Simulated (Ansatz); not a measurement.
**Ti$_{2}$C (R-3m), two-dimensional strain map**

Theory: DFT r2SCAN, scalar-relativistic, plane waves, PAW in Ansatz 0.2.0. Settings: plane waves to 500 eV, k-mesh 18×18×18 (Γ-centred), Gaussian smearing 0.15 eV. No spin polarisation. Energies are free energies at this smearing, counted from the undisturbed cell; pressure is positive in compression.

The starting cell (relaxed at this level; with this scan's settings it stands at 0.1 GPa; it needn't be the usual structure):

```yaml
crystal:
  lattice:
    - [1.53898, 0.88853, 4.82086]
    - [-1.53898, 0.88853, 4.82086]
    - [0.00000, -1.77706, 4.82086]
  atoms:
    - { symbol: Ti, position: [0.24521, 0.24521, 0.24521] }
    - { symbol: Ti, position: [0.75479, 0.75479, 0.75479] }
    - { symbol: C, position: [0.50000, 0.50000, 0.50000] }
```

The cell is strained by p along both x and y and by q along z, fractional coordinates fixed. Points are written (p, q).

Energy above the undisturbed cell in meV/atom (a dash: not computed):

```csv
p \ q,-0.050,-0.025,0.000,0.025,0.050
-0.050,207.9,147.5,109.2,91.0,90.9
-0.025,91.3,–,26.0,–,34.6
0.000,36.8,9.0,0.0,–,31.5
0.050,77.0,–,86.6,–,153.0
```

Pressure in GPa:

| p \ q | -0.050 | -0.025 | 0.000 | 0.025 | 0.050 |
| --- | --- | --- | --- | --- | --- |
| -0.050 | 40.1 | 31.9 | 24.6 | 18.2 | 12.4 |
| -0.025 | 23.8 | – | 11.0 | – | 1.0 |
| 0.000 | 10.7 | 5.0 | 0.1 | – | -8.1 |
| 0.050 | -8.4 | – | -15.6 | – | -20.9 |